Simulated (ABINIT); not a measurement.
## BN in ABINIT: the effect of potentials

Crystal: BN.

```xyz
2
Lattice="0.0000 1.8130 1.8130 1.8130 0.0000 1.8130 1.8130 1.8130 0.0000" Properties=species:S:1:pos:R:3 pbc="T T T"
N     0.9065    0.9065    0.9065
B     0.0000    0.0000    0.0000
```

The cell is a database's computed one.

Alike in all runs:

* Program: ABINIT 10.8.3 (patched build)
* Task: band structure
* Functional: r2SCAN
* k mesh: 13 × 13 × 13
* Occupations: fermi-dirac, width 0.05 eV
* Spin: no spin polarisation

```tsv
potentials	cutoff	gap on the mesh (eV)	pressure (GPa)
Ansatz PAW PBE default generated set, frozen core	517 eV	5.06	-5.5
JTH PAW PBE v2.0	844 eV	?	?
Ansatz NC r2SCAN	1497 eV	5.06	-4.0
SG15 NC PBE v1.2	1306 eV	5.04	-5.6
PseudoDojo NC SR PBE v0.4.1 standard	1361 eV	4.93	-1.0
```

What does the run with potentials JTH PAW PBE v2.0 give?

gap on the mesh 5.02 eV; pressure -2.6 GPa.

Caveats: the PAW data sets were made with another functional, which shifts forces and pressure a little (some runs); the potentials were made for another functional, which shifts forces and pressure (some runs); the atomic spheres overlap (some runs); a meta-GGA on potentials with a model core is unreliable (some runs).

A k mesh can miss the band edges.

Runs at the PBE level aren't shown here.
